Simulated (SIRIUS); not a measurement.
# PtS2 (P-3m1) in SIRIUS: equation of state, part 2 of 4

SIRIUS 7.12.0. The steps go on from the part before.

### 3 Equation of state, PBEsol, 17.53 Å³/atom (volume scaled by 0.96)

sirius.json reads:

```json
{
  "control": {
    "processing_unit": "cpu",
    "std_evp_solver_name": "lapack",
    "gen_evp_solver_name": "lapack",
    "verbosity": 2,
    "print_forces": false,
    "ortho_rf": true,
    "use_second_variation": true,
    "rmt_max": 3.0,
    "num_bands_to_print": 24,
    "save_wf": true
  },
  "parameters": {
    "electronic_structure_method": "full_potential_lapwlo",
    "xc_functionals": ["XC_GGA_X_PBE_SOL", "XC_GGA_C_PBE_SOL"],
    "core_relativity": "dirac",
    "valence_relativity": "iora",
    "num_fv_states": 40,
    "smearing": "fermi_dirac",
    "smearing_width": 0.0018374661,
    "pw_cutoff": 21,
    "gk_cutoff": 4.04,
    "lmax_apw": 11,
    "lmax_rho": 8,
    "lmax_pot": 8,
    "num_mag_dims": 0,
    "auto_rmt": 0,
    "ngridk": [9, 9, 5],
    "shiftk": [0, 0, 0],
    "num_dft_iter": 80,
    "energy_tol": 1e-07,
    "density_tol": 1e-05,
    "use_symmetry": true
  },
  "settings": {"tol_ne": 1e-10},
  "iterative_solver": {"type": "exact"},
  "mixer": {"type": "anderson", "beta": 0.5, "max_history": 8},
  "unit_cell": {
    "lattice_vectors": [[6.6051843819, 0.0, 0.0], [-3.302592191, 5.7202574715, 0.0], [0.0, 0.0, 9.3932611943]],
    "atom_types": ["Pt", "S"],
    "atom_files": {"Pt": "Pt.json", "S": "S.json"},
    "atoms": {"Pt": [[0.0, 0.0, 0.0]], "S": [[0.6666666667, 0.3333333333, 0.773], [0.3333333333, 0.6666666667, 0.227]]}
  }
}
```

Pt.json reads:

```json
{
  "name": "platinum",
  "symbol": "Pt",
  "number": 78,
  "mass": 195.084,
  "rmin": 1e-06,
  "rmt": 2.28,
  "nrmt": 800,
  "rinf": 13.69,
  "core": "1s2s2p3s3p3d4s4p4d",
  "valence": [
    {"basis": [{"enu": 0.08, "dme": 0, "n": 0, "auto": 0}, {"enu": 0.08, "dme": 1, "n": 0, "auto": 0}]},
    {"l": 0, "n": 1, "basis": [{"enu": 0.18, "dme": 0, "n": 0, "auto": 0}]},
    {"l": 1, "n": 2, "basis": [{"enu": 0.18, "dme": 0, "n": 0, "auto": 0}]},
    {"l": 2, "n": 3, "basis": [{"enu": 0.18, "dme": 0, "n": 0, "auto": 0}]},
    {"l": 3, "n": 4, "basis": [{"enu": 0.18, "dme": 0, "n": 0, "auto": 0}]},
    {"l": 4, "n": 5, "basis": [{"enu": 0.18, "dme": 0, "n": 0, "auto": 0}]}
  ],
  "lo": [
    {"l": 0, "basis": [{"enu": 0.18, "dme": 0, "n": 0, "auto": 0}, {"enu": 0.18, "dme": 1, "n": 0, "auto": 0}]},
    {
      "l": 0,
      "basis": [{"enu": -3.3387, "dme": 0, "n": 5, "auto": 1}, {"enu": -3.3387, "dme": 1, "n": 5, "auto": 1}]
    },
    {
      "l": 0,
      "basis": [{"enu": -3.3387, "dme": 1, "n": 5, "auto": 1}, {"enu": 0.18, "dme": 0, "n": 0, "auto": 0}]
    },
    {"l": 0, "basis": [{"enu": 0.18, "dme": 0, "n": 0, "auto": 0}, {"enu": 3.2579, "dme": 0, "n": 0, "auto": 0}]},
    {"l": 1, "basis": [{"enu": 0.18, "dme": 0, "n": 0, "auto": 0}, {"enu": 0.18, "dme": 1, "n": 0, "auto": 0}]},
    {
      "l": 1,
      "basis": [{"enu": -1.6642, "dme": 0, "n": 5, "auto": 1}, {"enu": -1.6642, "dme": 1, "n": 5, "auto": 1}]
    },
    {
      "l": 1,
      "basis": [{"enu": -1.6642, "dme": 1, "n": 5, "auto": 1}, {"enu": 0.18, "dme": 0, "n": 0, "auto": 0}]
    },
    {"l": 1, "basis": [{"enu": 0.18, "dme": 0, "n": 0, "auto": 0}, {"enu": 3.7196, "dme": 0, "n": 0, "auto": 0}]},
    {"l": 2, "basis": [{"enu": 0.18, "dme": 0, "n": 0, "auto": 0}, {"enu": 0.18, "dme": 1, "n": 0, "auto": 0}]},
    {"l": 2, "basis": [{"enu": 0.18, "dme": 1, "n": 0, "auto": 0}, {"enu": 0.18, "dme": 2, "n": 0, "auto": 0}]},
    {"l": 2, "basis": [{"enu": 0.18, "dme": 0, "n": 0, "auto": 0}, {"enu": 3.1809, "dme": 0, "n": 0, "auto": 0}]},
    {"l": 3, "basis": [{"enu": 0.18, "dme": 0, "n": 0, "auto": 0}, {"enu": 0.18, "dme": 1, "n": 0, "auto": 0}]},
    {
      "l": 3,
      "basis": [{"enu": -2.2056, "dme": 0, "n": 4, "auto": 1}, {"enu": -2.2056, "dme": 1, "n": 4, "auto": 1}]
    },
    {
      "l": 3,
      "basis": [{"enu": -2.2056, "dme": 1, "n": 4, "auto": 1}, {"enu": 0.18, "dme": 0, "n": 0, "auto": 0}]
    },
    {"l": 3, "basis": [{"enu": 0.18, "dme": 0, "n": 0, "auto": 0}, {"enu": 4.6429, "dme": 0, "n": 0, "auto": 0}]},
    {"l": 4, "basis": [{"enu": 0.18, "dme": 0, "n": 0, "auto": 0}, {"enu": 0.18, "dme": 1, "n": 0, "auto": 0}]},
    {"l": 4, "basis": [{"enu": 0.18, "dme": 0, "n": 0, "auto": 0}, {"enu": 3.8734, "dme": 0, "n": 0, "auto": 0}]}
  ],
  "free_atom": [... radial grid and density of the free atom, the start of the SCF ...]
}
```

S.json reads:

```json
{
  "name": "sulphur",
  "symbol": "S",
  "number": 16,
  "mass": 32.065,
  "rmin": 1e-06,
  "rmt": 1.98,
  "nrmt": 800,
  "rinf": 13.52,
  "core": "1s",
  "valence": [
    {"basis": [{"enu": 0.08, "dme": 0, "n": 0, "auto": 0}, {"enu": 0.08, "dme": 1, "n": 0, "auto": 0}]},
    {"l": 0, "n": 1, "basis": [{"enu": 0.0434, "dme": 0, "n": 0, "auto": 0}]},
    {"l": 1, "n": 2, "basis": [{"enu": 0.18, "dme": 0, "n": 0, "auto": 0}]},
    {"l": 2, "n": 3, "basis": [{"enu": 0.18, "dme": 0, "n": 0, "auto": 0}]},
    {"l": 3, "n": 4, "basis": [{"enu": 0.18, "dme": 0, "n": 0, "auto": 0}]}
  ],
  "lo": [
    {
      "l": 0,
      "basis": [{"enu": 0.0434, "dme": 0, "n": 0, "auto": 0}, {"enu": 0.0434, "dme": 1, "n": 0, "auto": 0}]
    },
    {
      "l": 0,
      "basis": [{"enu": 0.0434, "dme": 1, "n": 0, "auto": 0}, {"enu": 0.0434, "dme": 2, "n": 0, "auto": 0}]
    },
    {
      "l": 0,
      "basis": [{"enu": -7.2963, "dme": 0, "n": 2, "auto": 1}, {"enu": -7.2963, "dme": 1, "n": 2, "auto": 1}]
    },
    {
      "l": 0,
      "basis": [{"enu": 0.0434, "dme": 0, "n": 0, "auto": 0}, {"enu": 3.1043, "dme": 0, "n": 0, "auto": 0}]
    },
    {"l": 1, "basis": [{"enu": 0.18, "dme": 0, "n": 0, "auto": 0}, {"enu": 0.18, "dme": 1, "n": 0, "auto": 0}]},
    {
      "l": 1,
      "basis": [{"enu": -5.3082, "dme": 0, "n": 2, "auto": 1}, {"enu": -5.3082, "dme": 1, "n": 2, "auto": 1}]
    },
    {
      "l": 1,
      "basis": [{"enu": -5.3082, "dme": 1, "n": 2, "auto": 1}, {"enu": 0.18, "dme": 0, "n": 0, "auto": 0}]
    },
    {"l": 1, "basis": [{"enu": 0.18, "dme": 0, "n": 0, "auto": 0}, {"enu": 4.8734, "dme": 0, "n": 0, "auto": 0}]},
    {"l": 2, "basis": [{"enu": 0.18, "dme": 0, "n": 0, "auto": 0}, {"enu": 0.18, "dme": 1, "n": 0, "auto": 0}]},
    {"l": 2, "basis": [{"enu": 0.18, "dme": 1, "n": 0, "auto": 0}, {"enu": 0.18, "dme": 2, "n": 0, "auto": 0}]},
    {"l": 2, "basis": [{"enu": 0.18, "dme": 0, "n": 0, "auto": 0}, {"enu": 4.1592, "dme": 0, "n": 0, "auto": 0}]},
    {"l": 3, "basis": [{"enu": 0.18, "dme": 0, "n": 0, "auto": 0}, {"enu": 0.18, "dme": 1, "n": 0, "auto": 0}]}
  ],
  "free_atom": [... radial grid and density of the free atom, the start of the SCF ...]
}
```

sirius_start.json reads:

```json
{
  "control": {
    "processing_unit": "cpu",
    "std_evp_solver_name": "lapack",
    "gen_evp_solver_name": "lapack",
    "verbosity": 1,
    "print_forces": false,
    "ortho_rf": true,
    "use_second_variation": true,
    "rmt_max": 3.0,
    "num_bands_to_print": 24,
    "save_wf": false
  },
  "parameters": {
    "electronic_structure_method": "full_potential_lapwlo",
    "xc_functionals": ["XC_LDA_X", "XC_LDA_C_PW"],
    "core_relativity": "dirac",
    "valence_relativity": "iora",
    "num_fv_states": 40,
    "smearing": "fermi_dirac",
    "smearing_width": 0.0055123983,
    "pw_cutoff": 21,
    "gk_cutoff": 3.23,
    "lmax_apw": 11,
    "lmax_rho": 8,
    "lmax_pot": 8,
    "num_mag_dims": 0,
    "auto_rmt": 0,
    "ngridk": [4, 4, 2],
    "shiftk": [0, 0, 0],
    "num_dft_iter": 30,
    "energy_tol": 0.01,
    "density_tol": 0.05,
    "use_symmetry": true
  },
  "settings": {"tol_ne": 1e-10},
  "iterative_solver": {"type": "exact"},
  "mixer": {"type": "anderson", "beta": 0.5, "max_history": 8},
  "unit_cell": {
    "lattice_vectors": [[6.6051843819, 0.0, 0.0], [-3.302592191, 5.7202574715, 0.0], [0.0, 0.0, 9.3932611943]],
    "atom_types": ["Pt", "S"],
    "atom_files": {"Pt": "Pt.json", "S": "S.json"},
    "atoms": {"Pt": [[0.0, 0.0, 0.0]], "S": [[0.6666666667, 0.3333333333, 0.773], [0.3333333333, 0.6666666667, 0.227]]}
  }
}
```

Potentials or basis: all-electron FP-LAPW, apw+lo standard.

Run with:

```console
$ OMP_NUM_THREADS=1 sirius.scf --input=sirius_start.json --output=start.json
$ OMP_NUM_THREADS=1 sirius.scf --input=sirius.json --output=output.json --task=1
```

It took 3.7 min on 1 thread of Arm Neoverse V1, shared host; peak memory 0.79 GiB.

The run converged. Its results:

```
Free energy                                       : -523512.9397 eV
Band gap on the k mesh                            : 0.99 eV, indirect (least direct gap 1.04 eV)
All electrons inside the program's atomic spheres : Pt 75.86; S 13.87 (radii Pt 2.28, S 1.98 bohr)
```

Caveat: spin-orbit coupling is left out, which moves the levels of the heavy elements; an odd mesh through Γ misses points on the zone boundary, where band edges often lie.

### 4 Equation of state, PBEsol, 17.90 Å³/atom (volume scaled by 0.98)

sirius.json, as its differences from that of step 3:

```diff
@@ -39,3 +39,3 @@
   "unit_cell": {
-    "lattice_vectors": [[6.6051843819, 0.0, 0.0], [-3.302592191, 5.7202574715, 0.0], [0.0, 0.0, 9.3932611943]],
+    "lattice_vectors": [[6.6507388171, 0.0, 0.0], [-3.3253694087, 5.7597087696, 0.0], [0.0, 0.0, 9.4580443532]],
     "atom_types": ["Pt", "S"],
```

Pt.json reads:

```json
{
  "name": "platinum",
  "symbol": "Pt",
  "number": 78,
  "mass": 195.084,
  "rmin": 1e-06,
  "rmt": 2.28,
  "nrmt": 800,
  "rinf": 13.69,
  "core": "1s2s2p3s3p3d4s4p4d",
  "valence": [
    {"basis": [{"enu": 0.07, "dme": 0, "n": 0, "auto": 0}, {"enu": 0.07, "dme": 1, "n": 0, "auto": 0}]},
    {"l": 0, "n": 1, "basis": [{"enu": 0.17, "dme": 0, "n": 0, "auto": 0}]},
    {"l": 1, "n": 2, "basis": [{"enu": 0.17, "dme": 0, "n": 0, "auto": 0}]},
    {"l": 2, "n": 3, "basis": [{"enu": 0.17, "dme": 0, "n": 0, "auto": 0}]},
    {"l": 3, "n": 4, "basis": [{"enu": 0.17, "dme": 0, "n": 0, "auto": 0}]},
    {"l": 4, "n": 5, "basis": [{"enu": 0.17, "dme": 0, "n": 0, "auto": 0}]}
  ],
  "lo": [
    {"l": 0, "basis": [{"enu": 0.17, "dme": 0, "n": 0, "auto": 0}, {"enu": 0.17, "dme": 1, "n": 0, "auto": 0}]},
    {
      "l": 0,
      "basis": [{"enu": -3.3487, "dme": 0, "n": 5, "auto": 1}, {"enu": -3.3487, "dme": 1, "n": 5, "auto": 1}]
    },
    {
      "l": 0,
      "basis": [{"enu": -3.3487, "dme": 1, "n": 5, "auto": 1}, {"enu": 0.17, "dme": 0, "n": 0, "auto": 0}]
    },
    {"l": 0, "basis": [{"enu": 0.17, "dme": 0, "n": 0, "auto": 0}, {"enu": 3.2479, "dme": 0, "n": 0, "auto": 0}]},
    {"l": 1, "basis": [{"enu": 0.17, "dme": 0, "n": 0, "auto": 0}, {"enu": 0.17, "dme": 1, "n": 0, "auto": 0}]},
    {
      "l": 1,
      "basis": [{"enu": -1.6742, "dme": 0, "n": 5, "auto": 1}, {"enu": -1.6742, "dme": 1, "n": 5, "auto": 1}]
    },
    {
      "l": 1,
      "basis": [{"enu": -1.6742, "dme": 1, "n": 5, "auto": 1}, {"enu": 0.17, "dme": 0, "n": 0, "auto": 0}]
    },
    {"l": 1, "basis": [{"enu": 0.17, "dme": 0, "n": 0, "auto": 0}, {"enu": 3.7096, "dme": 0, "n": 0, "auto": 0}]},
    {"l": 2, "basis": [{"enu": 0.17, "dme": 0, "n": 0, "auto": 0}, {"enu": 0.17, "dme": 1, "n": 0, "auto": 0}]},
    {"l": 2, "basis": [{"enu": 0.17, "dme": 1, "n": 0, "auto": 0}, {"enu": 0.17, "dme": 2, "n": 0, "auto": 0}]},
    {"l": 2, "basis": [{"enu": 0.17, "dme": 0, "n": 0, "auto": 0}, {"enu": 3.1709, "dme": 0, "n": 0, "auto": 0}]},
    {"l": 3, "basis": [{"enu": 0.17, "dme": 0, "n": 0, "auto": 0}, {"enu": 0.17, "dme": 1, "n": 0, "auto": 0}]},
    {
      "l": 3,
      "basis": [{"enu": -2.2156, "dme": 0, "n": 4, "auto": 1}, {"enu": -2.2156, "dme": 1, "n": 4, "auto": 1}]
    },
    {
      "l": 3,
      "basis": [{"enu": -2.2156, "dme": 1, "n": 4, "auto": 1}, {"enu": 0.17, "dme": 0, "n": 0, "auto": 0}]
    },
    {"l": 3, "basis": [{"enu": 0.17, "dme": 0, "n": 0, "auto": 0}, {"enu": 4.6329, "dme": 0, "n": 0, "auto": 0}]},
    {"l": 4, "basis": [{"enu": 0.17, "dme": 0, "n": 0, "auto": 0}, {"enu": 0.17, "dme": 1, "n": 0, "auto": 0}]},
    {"l": 4, "basis": [{"enu": 0.17, "dme": 0, "n": 0, "auto": 0}, {"enu": 3.8634, "dme": 0, "n": 0, "auto": 0}]}
  ],
  "free_atom": [... radial grid and density of the free atom, the start of the SCF ...]
}
```

S.json reads:

```json
{
  "name": "sulphur",
  "symbol": "S",
  "number": 16,
  "mass": 32.065,
  "rmin": 1e-06,
  "rmt": 1.98,
  "nrmt": 800,
  "rinf": 13.52,
  "core": "1s",
  "valence": [
    {"basis": [{"enu": 0.07, "dme": 0, "n": 0, "auto": 0}, {"enu": 0.07, "dme": 1, "n": 0, "auto": 0}]},
    {"l": 0, "n": 1, "basis": [{"enu": 0.0334, "dme": 0, "n": 0, "auto": 0}]},
    {"l": 1, "n": 2, "basis": [{"enu": 0.17, "dme": 0, "n": 0, "auto": 0}]},
    {"l": 2, "n": 3, "basis": [{"enu": 0.17, "dme": 0, "n": 0, "auto": 0}]},
    {"l": 3, "n": 4, "basis": [{"enu": 0.17, "dme": 0, "n": 0, "auto": 0}]}
  ],
  "lo": [
    {
      "l": 0,
      "basis": [{"enu": 0.0334, "dme": 0, "n": 0, "auto": 0}, {"enu": 0.0334, "dme": 1, "n": 0, "auto": 0}]
    },
    {
      "l": 0,
      "basis": [{"enu": 0.0334, "dme": 1, "n": 0, "auto": 0}, {"enu": 0.0334, "dme": 2, "n": 0, "auto": 0}]
    },
    {
      "l": 0,
      "basis": [{"enu": -7.3063, "dme": 0, "n": 2, "auto": 1}, {"enu": -7.3063, "dme": 1, "n": 2, "auto": 1}]
    },
    {
      "l": 0,
      "basis": [{"enu": 0.0334, "dme": 0, "n": 0, "auto": 0}, {"enu": 3.0943, "dme": 0, "n": 0, "auto": 0}]
    },
    {"l": 1, "basis": [{"enu": 0.17, "dme": 0, "n": 0, "auto": 0}, {"enu": 0.17, "dme": 1, "n": 0, "auto": 0}]},
    {
      "l": 1,
      "basis": [{"enu": -5.3182, "dme": 0, "n": 2, "auto": 1}, {"enu": -5.3182, "dme": 1, "n": 2, "auto": 1}]
    },
    {
      "l": 1,
      "basis": [{"enu": -5.3182, "dme": 1, "n": 2, "auto": 1}, {"enu": 0.17, "dme": 0, "n": 0, "auto": 0}]
    },
    {"l": 1, "basis": [{"enu": 0.17, "dme": 0, "n": 0, "auto": 0}, {"enu": 4.8634, "dme": 0, "n": 0, "auto": 0}]},
    {"l": 2, "basis": [{"enu": 0.17, "dme": 0, "n": 0, "auto": 0}, {"enu": 0.17, "dme": 1, "n": 0, "auto": 0}]},
    {"l": 2, "basis": [{"enu": 0.17, "dme": 1, "n": 0, "auto": 0}, {"enu": 0.17, "dme": 2, "n": 0, "auto": 0}]},
    {"l": 2, "basis": [{"enu": 0.17, "dme": 0, "n": 0, "auto": 0}, {"enu": 4.1492, "dme": 0, "n": 0, "auto": 0}]},
    {"l": 3, "basis": [{"enu": 0.17, "dme": 0, "n": 0, "auto": 0}, {"enu": 0.17, "dme": 1, "n": 0, "auto": 0}]}
  ],
  "free_atom": [... radial grid and density of the free atom, the start of the SCF ...]
}
```

sirius_start.json, as its differences from that of step 3:

```diff
@@ -39,3 +39,3 @@
   "unit_cell": {
-    "lattice_vectors": [[6.6051843819, 0.0, 0.0], [-3.302592191, 5.7202574715, 0.0], [0.0, 0.0, 9.3932611943]],
+    "lattice_vectors": [[6.6507388171, 0.0, 0.0], [-3.3253694087, 5.7597087696, 0.0], [0.0, 0.0, 9.4580443532]],
     "atom_types": ["Pt", "S"],
```

Potentials or basis: all-electron FP-LAPW, apw+lo standard.

Run with:

```console
$ OMP_NUM_THREADS=1 sirius.scf --input=sirius_start.json --output=start.json
$ OMP_NUM_THREADS=1 sirius.scf --input=sirius.json --output=output.json --task=1
```

Log:

```text
[info] SIRIUS version : 7.12.0
[info] number of MPI ranks           : 1
[info] MPI grid                      : 1 1
[info] maximum number of OMP threads : 1
[fft] FFT context for density and potential
[fft] =====================================
[fft]   plane wave cutoff                     : 21
[fft]   grid size                             : 48 48 72   total : 165888
[fft]   grid limits                           : -23 24   -23 24   -35 36
[fft]   number of G-vectors within the cutoff : 56679
[fft]   number of G-shells                    : 2816
[fft] FFT context for coarse grid
[fft] =====================================
[fft]   plane wave cutoff                     : 8.08
[fft]   grid size                             : 20 20 27   total : 10800
[fft]   grid limits                           : -9 10   -9 10   -13 13
[... 486 lines left out ...]
[find] band gap (eV)                  :       0.97469800
[find] Efermi                         :       0.29678347
[find] iteration : 7, RMS (target) : 3.1584e-06 (1.0000e-05) , energy difference (target) : -2.2625e-08 (1.0000e-07)
[find] converged after 8 SCF iterations!
[find] Charges and magnetic moments
[find] --------------------------------------------------------------------------------
[find] atom      charge    core leakage
[find] --------------------------------------------------------------------------------
[find]    0   75.830584    5.765047e-07
[find]    1   13.849224    0.000000e+00
[find]    2   13.849224    0.000000e+00
[find] total core leakage    : 5.76504728e-07
[find] interstitial charge   : 6.470965
[find] total charge          : 109.999996
[find] Energy
[find] --------------------------------------------------------------------------------
[find] valence_eval_sum               :    -139.07974947
[find] core_eval_sum                  :  -11643.06800475
[find] kinetic energy                 :   21899.97152562
[find] enuc                           :  -24160.09409475
[find] <rho|V^{XC}>                   :    -529.16621351
[find] <rho|E^{XC}>                   :    -402.14965939
[find] <mag|B^{XC}>                   :       0.00000000
[find] <rho|V^{H}>                    :  -33152.95306637
[find] smearing (-TS)                 :      -0.00000022
[find] SCF correction                 :       0.00008806
[find] Total energy                   :  -19238.74867364 (Ha),  -38477.49734729 (Ry)
[find] Free energy (E-TS)             :  -19238.74867386 (Ha),  -38477.49734772 (Ry)
[find] band gap (eV)                  :       0.97469800
[find] Efermi                         :       0.29678347
```

It took 3.7 min on 1 thread of Arm Neoverse V1, shared host; peak memory 0.8 GiB.

Results:

```yaml
Free_energy: -523513.0211 eV
Band_gap_on_the_k_mesh: 0.97 eV, indirect (least direct gap 1.02 eV)
All_electrons_inside_the_program's_atomic_spheres: Pt 75.83; S 13.85 (radii Pt 2.28, S 1.98 bohr)
```

Caveat: spin-orbit coupling is left out, which moves the levels of the heavy elements; an odd mesh through Γ misses points on the zone boundary, where band edges often lie.

(Part 2 of 4 ends here.)
